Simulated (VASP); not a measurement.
# GaP (F-43m) in VASP: further runs

The runs below take GaP through dielectric tensor, with LDA.

Program: VASP 6.6.1. These are calculated values, not measurements. Logs are shortened: lines on timing, memory, paths and dates and some standing lists are left out, and cuts for length are marked.

### 1 The structure

Symmetry: F-43m, No. 216, cubic system. Conventional cell: a = 5.451 Å, b = 5.451 Å, c = 5.451 Å, α = 90.00°, β = 90.00°, γ = 90.00°. Ga (site symmetry -43m) is surrounded by 4 P at 2.36 Å. P (site symmetry -43m) is surrounded by 4 Ga at 2.36 Å.

### 2 Dielectric tensor, LDA

INCAR reads:

```
SYSTEM = GaP
  ALGO = Normal
  EDIFF = 1E-8
  ENCUT = 460
  ISIF = 2
  ISMEAR = 0
  LASPH = .True.
  LCHARG = .False.
  LEPSILON = .True.
  LREAL = .False.
  LWAVE = .False.
  NELM = 100
  PREC = Accurate
  SIGMA = 0.01
```

KPOINTS reads:

```
k-points
0
Gamma
  7 7 7
  0 0 0
```

POSCAR reads:

```
GaP
1.0
    0.0000000000      2.7252500000      2.7252500000
    2.7252500000      0.0000000000      2.7252500000
    2.7252500000      2.7252500000      0.0000000000
Ga P
1 1
Direct
    0.0000000000      0.0000000000      0.0000000000
    0.7500000000      0.7500000000      0.7500000000
```

Potentials or basis: VASP PAW LDA potentials, release 64 (Ga_d, P).

On the command line:

```bash
$ cat potpaw_LDA.64/Ga_d/POTCAR potpaw_LDA.64/P/POTCAR > POTCAR
$ mpirun -np 1 vasp_std > vasp.out
```

OUTCAR:

```text
SYSTEM = GaP
   EDIFF = 1E-8
   ENCUT = 460
   ISIF = 2
   ISMEAR = 0
   LASPH = .True.
   LEPSILON = .True.
   LREAL = .False.
   NELM = 100
   PREC = Accurate

 Found     20 irreducible k-points:

 Following reciprocal coordinates:
            Coordinates               Weight
  0.000000  0.000000  0.000000      1.000000
  0.142857  0.000000  0.000000      8.000000
  0.285714  0.000000  0.000000      8.000000
  0.428571  0.000000  0.000000      8.000000
  0.142857  0.142857  0.000000      6.000000
  0.285714  0.142857  0.000000     24.000000
   k-points           NKPTS =     20   k-points in BZ     NKDIM =     20   number of bands    NBANDS=     13
   number of dos      NEDOS =    301   number of ions     NIONS =      2
   total plane-waves  NPLWV =  21952
   dimension x,y,z NGX =    28 NGY =   28 NGZ =   28
   dimension x,y,z NGXF=    56 NGYF=   56 NGZF=   56
   ions per type =               1   1
   NGX,Y,Z   is equivalent  to a cutoff of  12.08, 12.08, 12.08 a.u.
   NGXF,Y,Z  is equivalent  to a cutoff of  24.16, 24.16, 24.16 a.u.
 SYSTEM =  GaP
   PREC   = accura    normal or accurate (medium, high low for compatibility)
   ISTART =      0    job   : 0-new  1-cont  2-samecut
   ICHARG =      2    charge: 1-file 2-atom 10-const
   ISPIN  =      1    spin polarized calculation?
   LNONCOLLINEAR =      F non collinear calculations
   LSORBIT =      F    spin-orbit coupling
   LASPH  =      T    aspherical Exc in radial PAW
   ENCUT  =  460.0 eV  33.81 Ry    5.81 a.u.   6.74  6.74  6.74*2*pi/ulx,y,z
   NELM   =    100;   NELMIN=  2; NELMDL= -5     # of ELM steps
   EDIFF  = 0.1E-07   stopping-criterion for ELM
   LREAL  =      F    real-space projection
   EDIFFG = 0.1E-06   stopping-criterion for IOM
   NSW    =      0    number of steps for IOM
   IBRION =     -1    ionic relax: 0-MD 1-quasi-New 2-CG
   NFREE  =      0    steps in history (QN), initial steepest desc. (CG)
   ISIF   =      2    stress and relaxation
   ISYM   =      2    0-nonsym 1-usesym 2-fastsym
   POTIM  = 0.5000    time-step for ionic-motion
   TEBEG  =    0.0;   TEEND  =   0.0 temperature during run
   PSTRESS=    0.0 pullay stress
   NELECT =      18.0000    total number of electrons
   NUPDOWN=      -1.0000    fix difference up-down
   EMIN   =  10.00;   EMAX   =-10.00  energy-range for DOS
   EFERMI =   0.00;   METHOD = LEGACY
   ISMEAR =     0;   SIGMA  =   0.01  broadening in eV -4-tet -1-fermi 0-gaus
   EFERMI_NEDOS =   21; number of points for ismear=-14 and -15
   IALGO  =     38    algorithm
   IMIX   =      4    mixing-type and parameters
     AMIX     =   0.40;   BMIX     =  1.00
     AMIX_MAG =   1.60;   BMIX_MAG =  1.00
  volume/ion in A,a.u.               =      20.24       136.59
  Fermi-wavevector in a.u.,A,eV,Ry     =   1.249538  2.361284 21.243377  1.561344
  Thomas-Fermi vector in A             =   2.383574
   LORBIT       =      0    0 simple, 1 ext, 2 COOP (PROOUT), +10 PAW based schemes
   GGA     = CA    functional components
   LHFCALC =     F    Hartree Fock is set to
   AEXX    =    0.0000 exact exchange contribution
   IVDW    =     0    specifies the selected vdW correction
   LEPSILON=     T    determine dielectric tensor
   LRPA    =     F    only Hartree local field effects (RPA)
 non-spin polarized calculation
 Gauss-broadening in eV      SIGMA  =   0.01
  energy-cutoff  :      460.00
  volume of cell :       40.48
 maximum number of plane-waves:       914
   NGX = 13   NGY = 13   NGZ = 13

--------------------------------------- Ionic step        1  -------------------------------------------

 number of electron      18.0000016 magnetization

 E-fermi :   4.6072     XC(G=0): -10.1636

 val. band max:        4.5073620742   @ k =   0.0000   0.0000   0.0000
 cond. band min:       5.9451746918   @ k =   0.4286   0.4286   0.0000
 fundamental gap:      1.4378126176
 Fermi energy:         4.6072352700

 k-point     1 :       0.0000    0.0000    0.0000
  band No.  band energies     occupation
      1     -10.2007      2.00000
      2     -10.2007      2.00000
      3     -10.2007      2.00000
      4     -10.1026      2.00000
      5     -10.1026      2.00000
      6      -8.0027      2.00000
      7       4.5074      2.00000
      8       4.5074      2.00000
      9       4.5074      2.00000
     10       6.1434      0.00000
     11       8.2980      0.00000
     12       8.2980      0.00000
     13       8.2980      0.00000

 k-point     2 :       0.1429    0.0000    0.0000
  band No.  band energies     occupation
      1     -10.2165      2.00000
      2     -10.1949      2.00000
      3     -10.1949      2.00000
      4     -10.1027      2.00000
      5     -10.1027      2.00000
      6      -7.7396      2.00000
      7       2.5092      2.00000
      8       4.2137      2.00000
      9       4.2137      2.00000
     10       6.8056      0.00000
     11       8.7371      0.00000
     12       8.7371      0.00000
     13       9.0707      0.00000

 k-point     3 :       0.2857    0.0000    0.0000
  band No.  band energies     occupation
      1     -10.2489      2.00000
      2     -10.1836      2.00000
      3     -10.1836      2.00000
      4     -10.1006      2.00000
      5     -10.1006      2.00000
      6      -7.0069      2.00000
      7      -0.0239      2.00000
      8       3.7215      2.00000
      9       3.7215      2.00000
     10       6.3898      0.00000
     11       9.2190      0.00000
     12       9.2190      0.00000
     13      11.2562      0.00000

 k-point     4 :       0.4286    0.0000    0.0000
  band No.  band energies     occupation
      1     -10.2727      2.00000
      2     -10.1771      2.00000
      3     -10.1771      2.00000
      4     -10.0963      2.00000
      5     -10.0963      2.00000
      6      -6.1073      2.00000
      7      -1.8904      2.00000
      8       3.4178      2.00000
      9       3.4178      2.00000
     10       6.0639      0.00000
     11       9.1652      0.00000
     12       9.1652      0.00000
     13      12.5191      0.00000

 k-point     5 :       0.1429    0.1429    0.0000
  band No.  band energies     occupation
      1     -10.2269      2.00000
      2     -10.1891      2.00000
      3     -10.1891      2.00000
      4     -10.1081      2.00000
      5     -10.0987      2.00000
      6      -7.6522      2.00000
      7       2.6074      2.00000
      8       3.6959      2.00000
      9       3.6959      2.00000
     10       7.3232      0.00000
     11       7.9645      0.00000
     12       9.4924      0.00000
     13       9.4924      0.00000

 k-point     6 :       0.2857    0.1429    0.0000
  band No.  band energies     occupation
      1     -10.2521      2.00000
      2     -10.1794      2.00000
      3     -10.1769      2.00000
      4     -10.1115      2.00000
      5     -10.0950      2.00000
      6      -7.0721      2.00000
      7       0.6596      2.00000
      8       3.0869      2.00000
      9       3.1615      2.00000
     10       7.2748      0.00000
     11       8.4418      0.00000
     12      10.1418      0.00000
     13      10.2768      0.00000

 [... further k-points ...]

  FORCE on cell =-STRESS in cart. coord.  units (eV):
  Direction    XX          YY          ZZ          XY          YZ          ZX
  --------------------------------------------------------------------------------------
  -------------------------------------------------------------------------------------
  Total       -0.6826282     -0.6826282     -0.6826282      0.0000000      0.0000000      0.0000000
  in kB      -27.0175369    -27.0175369    -27.0175369      0.0000000      0.0000000      0.0000000
  external PRESSURE =     -27.0175369 kB  Pullay stress =       0.0000000 kB

 VOLUME and BASIS-vectors are now :
 -----------------------------------------------------------------------------
  energy-cutoff  :      460.00
  volume of cell :       40.48
      direct lattice vectors                 reciprocal lattice vectors
     0.000000000  2.725250000  2.725250000    -0.183469406  0.183469406  0.183469406
     2.725250000  0.000000000  2.725250000     0.183469406 -0.183469406  0.183469406
     2.725250000  2.725250000  0.000000000     0.183469406  0.183469406 -0.183469406

 POSITION                                       TOTAL-FORCE (eV/Angst)
 -----------------------------------------------------------------------------------
      0.00000      0.00000      0.00000         0.000000      0.000000      0.000000
      4.08788      4.08788      4.08788        -0.000000     -0.000000     -0.000000
 -----------------------------------------------------------------------------------
    total drift:                               -0.000001     -0.000001     -0.000000

  FREE ENERGIE OF THE ION-ELECTRON SYSTEM (eV)
  ---------------------------------------------------
  free  energy   TOTEN  =       -10.4358014137 eV

  energy  without entropy=      -10.4358014137  energy(sigma->0) =      -10.43580141

 HEAD OF MICROSCOPIC STATIC DIELECTRIC TENSOR (INDEPENDENT PARTICLE, excluding Hartree and local field effects)
 ------------------------------------------------------
          13.393356     0.000000    -0.000000
          -0.000000    13.393356     0.000000
           0.000000     0.000000    13.393356
 ------------------------------------------------------

 Free energy of the ion-electron system (eV)
  ---------------------------------------------------
  ---------------------------------------------------
  free energy    TOTEN  =        -1.37374279 eV

  energy without entropy =       -1.37374279

------------------------ aborting loop because EDIFF is reached ----------------------------------------

--------------------------------------- Ionic step        2  -------------------------------------------

------------------------ aborting loop because EDIFF is reached ----------------------------------------

--------------------------------------- Ionic step        3  -------------------------------------------

 Free energy of the ion-electron system (eV)
  ---------------------------------------------------
  ---------------------------------------------------
  free energy    TOTEN  =        -1.37374321 eV

  energy without entropy =       -1.37374321

------------------------ aborting loop because EDIFF is reached ----------------------------------------

 PIEZOELECTRIC TENSOR FIELD DIRECTION 3  (e Angst)
 -----------------------------------------------------------------------------
    -0.00017  2.09285  0.00000           (  0.00000  0.03575  0.00000)
     2.09285 -0.00017  0.00000           (  0.03575  0.00000  0.00000)
     0.00000  0.00000 -0.00127           (  0.00000  0.00000 -0.00000)

 PIEZOELECTRIC TENSOR FIELD DIRECTION 3  (C/m^2)
 -----------------------------------------------------------------------------
    -0.00007  0.82832  0.00000
     0.82832 -0.00007  0.00000
     0.00000  0.00000 -0.00050

 MACROSCOPIC STATIC DIELECTRIC TENSOR (including local field effects in DFT)
 ------------------------------------------------------
          12.663185     0.000000     0.000000
           0.000000    12.663185     0.000000
           0.000000     0.000000    12.663185
 ------------------------------------------------------

 PIEZOELECTRIC TENSOR (including local field effects)  for field in x, y, z        (e  Angst)
          XX          YY          ZZ          XY          YZ          ZX
  --------------------------------------------------------------------------------
  x     0.00000     0.00000     0.00000     0.00000     2.10360     0.00000
  y    -0.00000    -0.00000     0.00000     0.00000     0.00000     2.10360
  z    -0.00000     0.00000     0.00000     2.10360     0.00000     0.00000

 PIEZOELECTRIC TENSOR (including local field effects)  for field in x, y, z        (C/m^2)
          XX          YY          ZZ          XY          YZ          ZX
  --------------------------------------------------------------------------------
  x     0.00000     0.00000     0.00000     0.00000     0.83258     0.00000
  y    -0.00000    -0.00000     0.00000     0.00000     0.00000     0.83258
  z    -0.00000     0.00000     0.00000     0.83258     0.00000     0.00000

 BORN EFFECTIVE CHARGES (including local field effects) (in |e|, cummulative output)
 ---------------------------------------------------------------------------------
 ion    1
    1     2.23329    -0.00000     0.00000
    2     0.00000     2.23329     0.00000
    3     0.00000     0.00000     2.23329
 ion    2
    1    -2.23329     0.00000    -0.00000
    2     0.00000    -2.23329     0.00000
    3     0.00000     0.00000    -2.23329
```

Wall time 1.7 min (1 thread of Intel Xeon Platinum 8488C (Sapphire Rapids), shared host); peak memory 0.2 GiB.

The run converged, but some of its settings lie outside the range that counts as converged, so its numbers aren't taken as properties of the crystal.

What came out:

```
Band gap on the k mesh                  : 1.44 eV, indirect (least direct gap 1.64 eV)
Electronic dielectric tensor (diagonal) : 12.66
Born charges (mean of the diagonal)     : Ga +2.23; P -2.23 e
```

Caveat: an odd mesh through Γ misses points on the zone boundary, where band edges often lie.

[end of part 1 of 2]
